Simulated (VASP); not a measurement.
# In (P6_3/mmc) in VASP: a series of runs

The runs below take In through single point, relaxation of cell and atoms, with PBEsol, PBE0+TS, RPBE.

Program: VASP 6.6.1. These are calculated values, not measurements. Logs are shortened: lines on timing, memory, paths and dates and some standing lists are left out, and cuts for length are marked.

## Step 1: The structure

The structure is hexagonal, space group P6_3/mmc (No. 194). Conventional cell: a = 3.335 Å, b = 3.335 Å, c = 5.509 Å, α = 90.00°, β = 90.00°, γ = 120.00°. In (site symmetry -6m2) is surrounded by 12 In at 3.34 to 3.36 Å.

This isn't the form of In at room conditions, which is tetragonal.

## Step 2: Single point, PBEsol

The input, run.py:

```python
from ase import Atoms
from ase.calculators.vasp import Vasp
from ase.dft.bandgap import bandgap

atoms = Atoms(
    ['In', 'In'],
    cell=[[3.335484782, 0.0, 0.0], [-1.667742391, 2.8886145552, 0.0], [0.0, 0.0, 5.50914292]],
    scaled_positions=[[0.6666666667, 0.3333333333, 0.75], [0.3333333333, 0.6666666667, 0.25]],
    pbc=True,
)
calc = Vasp(
    directory='calc',
    xc='pbesol',
    pp='PBE',
    setups='gw',
    prec='Accurate',
    encut=550,
    ediff=1e-06,
    ismear=0,
    sigma=0.02,
    lreal=False,
    lasph=True,
    nelm=100,
    algo='Normal',
    isif=2,
    lwave=False,
    lcharg=False,
    kpts=[9, 9, 5],
    gamma=True,
)
atoms.calc = calc

print('energy (eV):', atoms.get_potential_energy())
print('free energy (eV):', atoms.get_potential_energy(force_consistent=True))
print('forces (eV/A):')
print(atoms.get_forces())
print('stress (eV/A^3, Voigt):', atoms.get_stress())
print('Fermi level (eV):', calc.get_fermi_level())
gap, top, bottom = bandgap(calc)
print('band gap (eV):', gap, 'from (spin, k, band)', top, 'to', bottom)
```

Potentials or basis: VASP PAW PBE potentials, release 64 (In_d_GW).

On the command line:

```sh
python run.py
```

The log of the run:

```text
energy (eV): -5.93661892
free energy (eV): -5.93662264
forces (eV/A):
[[-0.  0.  0.]
 [ 0. -0.  0.]]
stress (eV/A^3, Voigt): [0.00719612 0.00719612 0.0168592  0.         0.         0.        ]
Fermi level (eV): 5.15128619
band gap (eV): 0.0 from (spin, k, band) (None, None, None) to (None, None, None)
```

OUTCAR:

```text
ENCUT = 550.000000
   EDIFF = 1.00e-06
   GGA = PS
   PREC = Accurate
   ISIF = 2
   ISMEAR = 0
   NELM = 100
   LASPH = .TRUE.
   LREAL = .FALSE.

 ion  position               nearest neighbor table
   1  0.667  0.333  0.750-
   2  0.333  0.667  0.250-

  LATTYP: Found a hexagonal cell.
 ALAT       =     3.3354847820
 C/A-ratio  =     1.6516768266

  Lattice vectors:

 A1 = (   3.3354847820,   0.0000000000,   0.0000000000)
 A2 = (  -1.6677423910,   2.8886145552,   0.0000000000)
 A3 = (   0.0000000000,   0.0000000000,   5.5091429200)

Analysis of symmetry for initial positions (statically):
=====================================================================
 Subroutine PRICEL returns:
 Original cell was already a primitive cell.

 Routine SETGRP: Setting up the symmetry group for a
 hexagonal supercell.

 Subroutine GETGRP returns: Found 24 space group operations
 (whereof 12 operations were pure point group operations)
 out of a pool of 24 trial point group operations.

The static configuration has the point symmetry D_3d.
 The point group associated with its full space group is D_6h.

Analysis of symmetry for dynamics (positions and initial velocities):
=====================================================================
 Subroutine PRICEL returns:
 Original cell was already a primitive cell.

 Routine SETGRP: Setting up the symmetry group for a
 hexagonal supercell.

 Subroutine GETGRP returns: Found 24 space group operations
 (whereof 12 operations were pure point group operations)
 out of a pool of 24 trial point group operations.

The dynamic configuration has the point symmetry D_3d.
 The point group associated with its full space group is D_6h.

 Subroutine INISYM returns: Found 24 space group operations
 (whereof 12 operations are pure point group operations),
 and found     1 'primitive' translations

----------------------------------------------------------------------------------------

                                     Primitive cell

  volume of cell :      53.0802

  direct lattice vectors                    reciprocal lattice vectors
     3.335484782  0.000000000  0.000000000     0.299806495  0.173093360  0.000000000
    -1.667742391  2.888614555  0.000000000     0.000000000  0.346186721  0.000000000
     0.000000000  0.000000000  5.509142920     0.000000000  0.000000000  0.181516438

  length of vectors
     3.335484782  3.335484782  5.509142920     0.346186721  0.346186721  0.181516438

  position of ions in fractional coordinates (direct lattice)
     0.666666667  0.333333333  0.750000000
     0.333333333  0.666666667  0.250000000

  ion indices of the primitive-cell ions
   primitive index   ion index
                 1           1
                 2           2

----------------------------------------------------------------------------------------

 KPOINTS: KPOINTS created by Atomic Simulation Env

Automatic generation of k-mesh.
 Grid dimensions read from file:
 generate k-points for:    9    9    5

 Generating k-lattice:

  Cartesian coordinates                     Fractional coordinates (reciprocal lattice)
     0.033311833  0.019232596  0.000000000     0.111111111  0.000000000  0.000000000
     0.000000000  0.038465191  0.000000000     0.000000000  0.111111111  0.000000000
     0.000000000  0.000000000  0.036303288     0.000000000  0.000000000  0.200000000

  Length of vectors
     0.038465191  0.038465191  0.036303288

  Shift w.r.t. Gamma in fractional coordinates (k-lattice)
     0.000000000  0.000000000  0.000000000

 Subroutine IBZKPT returns following result:
 ===========================================

 Found     36 irreducible k-points:

 Following reciprocal coordinates:
            Coordinates               Weight
  0.000000  0.000000  0.000000      1.000000
  0.111111  0.000000  0.000000      6.000000
  0.222222  0.000000  0.000000      6.000000
  0.333333  0.000000  0.000000      6.000000
  0.444444  0.000000  0.000000      6.000000
  0.111111  0.111111  0.000000      6.000000
[... 16 lines left out ...]
  0.333333  0.222222  0.200000     24.000000
  0.333333  0.333333  0.200000      4.000000
 [... further k-points ...]
   k-points           NKPTS =     36   k-points in BZ     NKDIM =     36   number of bands    NBANDS=     17
   number of dos      NEDOS =    301   number of ions     NIONS =      2
   total plane-waves  NPLWV =  32928
   dimension x,y,z NGX =    28 NGY =   28 NGZ =   42
   dimension x,y,z NGXF=    56 NGYF=   56 NGZF=   84
   ions per type =               2
   NGX,Y,Z   is equivalent  to a cutoff of  13.96, 13.96, 12.67 a.u.
   NGXF,Y,Z  is equivalent  to a cutoff of  27.91, 27.91, 25.35 a.u.
 SYSTEM =  unknown system
   PREC   = accura    normal or accurate (medium, high low for compatibility)
   ISTART =      0    job   : 0-new  1-cont  2-samecut
   ICHARG =      2    charge: 1-file 2-atom 10-const
   ISPIN  =      1    spin polarized calculation?
   LNONCOLLINEAR =      F non collinear calculations
   LSORBIT =      F    spin-orbit coupling
   LASPH  =      T    aspherical Exc in radial PAW
   ENCUT  =  550.0 eV  40.42 Ry    6.36 a.u.   6.38  6.38 10.53*2*pi/ulx,y,z
   NELM   =    100;   NELMIN=  2; NELMDL= -5     # of ELM steps
   EDIFF  = 0.1E-05   stopping-criterion for ELM
[... 12 lines left out ...]
   EMIN   =  10.00;   EMAX   =-10.00  energy-range for DOS
   EFERMI =   0.00;   METHOD = LEGACY
   ISMEAR =     0;   SIGMA  =   0.02  broadening in eV -4-tet -1-fermi 0-gaus
   EFERMI_NEDOS =   21; number of points for ismear=-14 and -15
   IALGO  =     38    algorithm
   IMIX   =      4    mixing-type and parameters
     AMIX     =   0.40;   BMIX     =  1.00
     AMIX_MAG =   1.60;   BMIX_MAG =  1.00
  volume/ion in A,a.u.               =      26.54       179.10
  Fermi-wavevector in a.u.,A,eV,Ry     =   1.290491  2.438675 22.658704  1.665368
  Thomas-Fermi vector in A             =   2.422320
   LORBIT       =      0    0 simple, 1 ext, 2 COOP (PROOUT), +10 PAW based schemes
   GGA     = PS    functional components
   LHFCALC =     F    Hartree Fock is set to
   AEXX    =    0.0000 exact exchange contribution
   IVDW    =     0    specifies the selected vdW correction
   LEPSILON=     F    determine dielectric tensor
   LRPA    =     F    only Hartree local field effects (RPA)
 non-spin polarized calculation
 Gauss-broadening in eV      SIGMA  =   0.02
  energy-cutoff  :      550.00
  volume of cell :       53.08
 maximum number of plane-waves:      1575
 NGX is ok and might be reduce to    28
   NGX = 13   NGY = 13   NGZ = 21

 number of electron      26.0000008 magnetization

 Free energy of the ion-electron system (eV)
  ---------------------------------------------------
  ext. energy  EPLUGINS =         0.00000000
  ---------------------------------------------------
  free energy    TOTEN  =        -5.93662264 eV

  energy without entropy =       -5.93661519  energy(sigma->0) =       -5.93661892

 E-fermi :   5.1513     XC(G=0): -10.3612

 val. band max:        5.1056440576   @ k =   0.3333   0.2222   0.2000
 cond. band min:       5.1978581585   @ k =   0.4444   0.0000   0.2000
 fundamental gap:      0.0922141009
 Fermi energy:         5.1512861935

 k-point     1 :       0.0000    0.0000    0.0000
  band No.  band energies     occupation
      1      -9.5230      2.00000
      2      -9.4665      2.00000
      3      -9.4379      2.00000
      4      -9.4379      2.00000
      5      -9.4110      2.00000
      6      -9.4110      2.00000
[... 9 lines left out ...]
     16      15.2515      0.00000
     17      15.3703      0.00000

 k-point     2 :       0.1111    0.0000    0.0000
  band No.  band energies     occupation
      1      -9.5144      2.00000
      2      -9.4703      2.00000
      3      -9.4219      2.00000
      4      -9.4036      2.00000
      5      -9.4023      2.00000
      6      -9.3784      2.00000
[... 9 lines left out ...]
     16      14.0210      0.00000
     17      15.5120      0.00000

 k-point     3 :       0.2222    0.0000    0.0000
  band No.  band energies     occupation
      1      -9.5556      2.00000
      2      -9.4479      2.00000
      3      -9.4124      2.00000
      4      -9.4095      2.00000
      5      -9.3829      2.00000
      6      -9.3259      2.00000
[... 9 lines left out ...]
     16      11.8769      0.00000
     17      13.4789      0.00000

 k-point     4 :       0.3333    0.0000    0.0000
  band No.  band energies     occupation
      1      -9.6116      2.00000
      2      -9.4839      2.00000
      3      -9.4741      2.00000
      4      -9.4147      2.00000
      5      -9.3484      2.00000
      6      -9.2972      2.00000
[... 9 lines left out ...]
     16       9.8116      0.00000
     17      10.7030      0.00000
[... 343 lines left out ...]
      1      -9.5210      2.00000
      2      -9.4837      2.00000
      3      -9.4555      2.00000
      4      -9.4474      2.00000
      5      -9.3603      2.00000
      6      -9.3032      2.00000
[... 9 lines left out ...]
     16       8.2570      0.00000
     17       9.2581      0.00000

 k-point    23 :       0.3333    0.2222    0.2000
  band No.  band energies     occupation
      1      -9.5359      2.00000
      2      -9.5018      2.00000
      3      -9.4501      2.00000
      4      -9.4080      2.00000
      5      -9.3752      2.00000
      6      -9.2831      2.00000
[... 9 lines left out ...]
     16       7.9270      0.00000
     17       8.5751      0.00000

 k-point    24 :       0.3333    0.3333    0.2000
  band No.  band energies     occupation
      1      -9.5325      2.00000
      2      -9.4575      2.00000
      3      -9.4575      2.00000
      4      -9.3402      2.00000
      5      -9.3402      2.00000
      6      -9.3383      2.00000
[... 9 lines left out ...]
     16       6.5245      0.00000
     17       9.6258      0.00000

 [... further k-points ...]

------------------------ aborting loop because EDIFF is reached ----------------------------------------

  FORCE on cell =-STRESS in cart. coord.  units (eV):
  Direction    XX          YY          ZZ          XY          YZ          ZX
  --------------------------------------------------------------------------------------
  -------------------------------------------------------------------------------------
  Total       -0.3819715     -0.3819715     -0.8948894      0.0000000     -0.0000000     -0.0000000
  in kB      -11.5294589    -11.5294589    -27.0114167      0.0000000     -0.0000000     -0.0000000
  external PRESSURE =     -16.6901115 kB  Pullay stress =       0.0000000 kB

 VOLUME and BASIS-vectors are now :
 -----------------------------------------------------------------------------
  energy-cutoff  :      550.00
  volume of cell :       53.08
      direct lattice vectors                 reciprocal lattice vectors
     3.335484782  0.000000000  0.000000000     0.299806495  0.173093360  0.000000000
    -1.667742391  2.888614555  0.000000000     0.000000000  0.346186721  0.000000000
     0.000000000  0.000000000  5.509142920     0.000000000  0.000000000  0.181516438

 POSITION                                       TOTAL-FORCE (eV/Angst)
 -----------------------------------------------------------------------------------
      1.66774      0.96287      4.13186        -0.000000      0.000000      0.000000
     -0.00000      1.92574      1.37729         0.000000     -0.000000      0.000000
 -----------------------------------------------------------------------------------
    total drift:                                0.000000     -0.000000      0.000000

  FREE ENERGIE OF THE ION-ELECTRON SYSTEM (eV)
  ---------------------------------------------------
  free  energy   TOTEN  =        -5.9366226432 eV

  energy  without entropy=       -5.9366151904  energy(sigma->0) =       -5.93661892
```

INCAR:

```text
ENCUT = 550.000000
SIGMA = 0.020000
EDIFF = 1.00e-06
ALGO = Normal
GGA = PS
PREC = Accurate
ISIF = 2
ISMEAR = 0
NELM = 100
LASPH = .TRUE.
LCHARG = .FALSE.
LWAVE = .FALSE.
LREAL = .FALSE.
```

Wall time 44 s (1 thread of Intel Xeon Platinum 8488C (Sapphire Rapids), shared host); peak memory 0.19 GiB.

What came out:

```yaml
Free_energy: -5.9366 eV
Pressure: -1.7 GPa
Band_gap_on_the_k_mesh: none (metal or under the smearing width)
```

Caveat: the PAW data sets were made with another functional, which shifts forces and pressure a little.

(Part 1 of 2 ends here.)
